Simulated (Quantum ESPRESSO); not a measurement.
Here is a Quantum ESPRESSO 7.5 calculation.

File pw.in:

```
&CONTROL
  calculation = 'scf'
  prefix = 'pwscf'
  outdir = './tmp'
  pseudo_dir = './pseudo'
  tprnfor = .true.
  tstress = .true.
  disk_io = 'low'
/
&SYSTEM
  ibrav = 0
  nat = 2
  ntyp = 2
  ecutwfc = 90
  nbnd = 32
  occupations = 'smearing'
  smearing = 'fd'
  degauss = 0.00367493
/
&ELECTRONS
  conv_thr = 4d-10
  electron_maxstep = 120
  mixing_beta = 0.5
/
ATOMIC_SPECIES
Pb   207.2000 Pb.upf
Te   127.6000 Te.upf
CELL_PARAMETERS angstrom
   0.0000000000    3.2310000000    3.2310000000
   3.2310000000    0.0000000000    3.2310000000
   3.2310000000    3.2310000000    0.0000000000
ATOMIC_POSITIONS angstrom
Pb     0.0000000000    0.0000000000    0.0000000000
Te     3.2310000000    3.2310000000    3.2310000000
K_POINTS automatic
7 7 7 0 0 0
```

bands.in

```
&CONTROL
  calculation = 'bands'
  prefix = 'pwscf'
  outdir = './tmp'
  pseudo_dir = './pseudo'
  disk_io = 'low'
  verbosity = 'high'
/
&SYSTEM
  ibrav = 0
  nat = 2
  ntyp = 2
  ecutwfc = 90
  nbnd = 32
  occupations = 'smearing'
  smearing = 'fd'
  degauss = 0.00367493
/
&ELECTRONS
  conv_thr = 1d-08
  electron_maxstep = 120
  mixing_beta = 0.5
  diago_full_acc = .true.
  startingwfc = 'random'
/
ATOMIC_SPECIES
Pb   207.2000 Pb.upf
Te   127.6000 Te.upf
CELL_PARAMETERS angstrom
   0.0000000000    3.2310000000    3.2310000000
   3.2310000000    0.0000000000    3.2310000000
   3.2310000000    3.2310000000    0.0000000000
ATOMIC_POSITIONS angstrom
Pb     0.0000000000    0.0000000000    0.0000000000
Te     3.2310000000    3.2310000000    3.2310000000
K_POINTS crystal
60
 0.0000000000  0.0000000000  0.0000000000 1
 0.0625000000  0.0000000000  0.0625000000 1
 0.1250000000  0.0000000000  0.1250000000 1
 0.1875000000  0.0000000000  0.1875000000 1
 0.2500000000  0.0000000000  0.2500000000 1
 0.3125000000  0.0000000000  0.3125000000 1
 0.3750000000  0.0000000000  0.3750000000 1
 0.4375000000  0.0000000000  0.4375000000 1
 0.5000000000  0.0000000000  0.5000000000 1
 0.5000000000  0.0625000000  0.5625000000 1
 0.5000000000  0.1250000000  0.6250000000 1
 0.5000000000  0.1875000000  0.6875000000 1
 0.5000000000  0.2500000000  0.7500000000 1
 0.4375000000  0.3125000000  0.7500000000 1
 0.3750000000  0.3750000000  0.7500000000 1
 0.3375000000  0.3375000000  0.6750000000 1
 0.3000000000  0.3000000000  0.6000000000 1
 0.2625000000  0.2625000000  0.5250000000 1
 0.2250000000  0.2250000000  0.4500000000 1
 0.1875000000  0.1875000000  0.3750000000 1
 0.1500000000  0.1500000000  0.3000000000 1
 0.1125000000  0.1125000000  0.2250000000 1
 0.0750000000  0.0750000000  0.1500000000 1
 0.0375000000  0.0375000000  0.0750000000 1
 0.0000000000  0.0000000000  0.0000000000 1
 0.0625000000  0.0625000000  0.0625000000 1
 0.1250000000  0.1250000000  0.1250000000 1
 0.1875000000  0.1875000000  0.1875000000 1
 0.2500000000  0.2500000000  0.2500000000 1
 0.3125000000  0.3125000000  0.3125000000 1
 0.3750000000  0.3750000000  0.3750000000 1
 0.4375000000  0.4375000000  0.4375000000 1
 0.5000000000  0.5000000000  0.5000000000 1
 0.5250000000  0.4500000000  0.5250000000 1
 0.5500000000  0.4000000000  0.5500000000 1
 0.5750000000  0.3500000000  0.5750000000 1
 0.6000000000  0.3000000000  0.6000000000 1
 0.6250000000  0.2500000000  0.6250000000 1
 0.5833333333  0.2500000000  0.6666666667 1
 0.5416666667  0.2500000000  0.7083333333 1
 0.5000000000  0.2500000000  0.7500000000 1
 0.5000000000  0.2857142857  0.7142857143 1
 0.5000000000  0.3214285714  0.6785714286 1
 0.5000000000  0.3571428571  0.6428571429 1
 0.5000000000  0.3928571429  0.6071428571 1
 0.5000000000  0.4285714286  0.5714285714 1
 0.5000000000  0.4642857143  0.5357142857 1
 0.5000000000  0.5000000000  0.5000000000 1
 0.4821428571  0.4821428571  0.5357142857 1
 0.4642857143  0.4642857143  0.5714285714 1
 0.4464285714  0.4464285714  0.6071428571 1
 0.4285714286  0.4285714286  0.6428571429 1
 0.4107142857  0.4107142857  0.6785714286 1
 0.3928571429  0.3928571429  0.7142857143 1
 0.3750000000  0.3750000000  0.7500000000 1
 0.6250000000  0.2500000000  0.6250000000 1
 0.5937500000  0.1875000000  0.5937500000 1
 0.5625000000  0.1250000000  0.5625000000 1
 0.5312500000  0.0625000000  0.5312500000 1
 0.5000000000  0.0000000000  0.5000000000 1
```

Potentials or basis: PseudoDojo 0.4 SR PBE stringent.

Run with:

```bash
$ OMP_NUM_THREADS=1 pw.x -in pw.in > pw.out
$ OMP_NUM_THREADS=1 pw.x -in bands.in > bands.out
```

Question: What does it give for the pressure?

Answer: 1.3 GPa.

Question: Predict the band gap along the path.

Answer: 0.74 eV, direct.

Levels at the corners of the path, in eV from the Fermi level:
| point | band 19 | band 20 | band 21 | band 22 | band 23 | band 24 | band 25 | band 26 | band 27 | band 28 |
| --- | --- | --- | --- | --- | --- | --- | --- | --- | --- | --- |
| Γ | -12.43 | -6.01 | -1.76 | -1.76 | -1.76 | 3.67 | 3.67 | 3.67 | 5.42 | 5.42 |
| X | -10.75 | -7.70 | -4.90 | -3.21 | -3.21 | 2.89 | 5.07 | 5.07 | 6.30 | 9.86 |
| W | -10.59 | -8.39 | -4.19 | -4.19 | -0.77 | 1.27 | 4.82 | 4.82 | 6.45 | 6.45 |
| K | -10.66 | -8.37 | -4.52 | -2.71 | -2.49 | 3.17 | 3.38 | 4.73 | 5.54 | 8.48 |
| Γ | -12.43 | -6.01 | -1.76 | -1.76 | -1.76 | 3.67 | 3.67 | 3.67 | 5.42 | 5.42 |
| L | -11.00 | -8.99 | -1.30 | -1.30 | -0.41 | 0.33 | 0.87 | 0.87 | 7.98 | 8.89 |
| U | -10.66 | -8.37 | -4.52 | -2.71 | -2.49 | 3.17 | 3.38 | 4.73 | 5.54 | 8.48 |
| W | -10.59 | -8.39 | -4.19 | -4.19 | -0.77 | 1.27 | 4.82 | 4.82 | 6.45 | 6.45 |
| L | -11.00 | -8.99 | -1.30 | -1.30 | -0.41 | 0.33 | 0.87 | 0.87 | 7.98 | 8.89 |
| K | -10.66 | -8.37 | -4.52 | -2.71 | -2.49 | 3.17 | 3.38 | 4.73 | 5.54 | 8.48 |
| U | -10.66 | -8.37 | -4.52 | -2.71 | -2.49 | 3.17 | 3.38 | 4.73 | 5.54 | 8.48 |
| X | -10.75 | -7.70 | -4.90 | -3.21 | -3.21 | 2.89 | 5.07 | 5.07 | 6.30 | 9.86 |

Caveat: this odd mesh misses L, where the gap lies, so gap, dielectric constants and Born charges aren't listed; spin-orbit coupling is left out, which moves the levels of the heavy elements.

**What was measured.**

A printed reference work, monograph reports, for a bulk crystal of TePb at 4.2 K: band gap 0.19 eV (direct).

A measured gap of TePb is 0.19 eV (direct; 4.2 K; a printed reference work, monograph); the calculated 0.74 eV misses it by +0.55 eV. Spin-orbit coupling on Pb, Te is left out. The value is that of PBE, without temperature or zero-point motion.
